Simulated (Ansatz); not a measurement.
Rutile GeO₂ was calculated with PBEsol in Ansatz (PAW).

Run with plane-wave cutoff 500 eV, 6×6×1 k mesh (along the axes of the cell as run), gaussian smearing 0.02 eV, scalar-relativistic PAW data made under PBE.

### Question
Give the computed surface energy of the (101) face and ionisation potential of the slab.

### Answer

- surface energy of the (101) face = 1.62 J/m²
- ionisation potential of the slab = 7.30 eV

The slab of 36 atoms is relaxed and unreconstructed.

Computed values are for the static lattice.

Ansatz is a quantum-chemistry and plane-wave program.
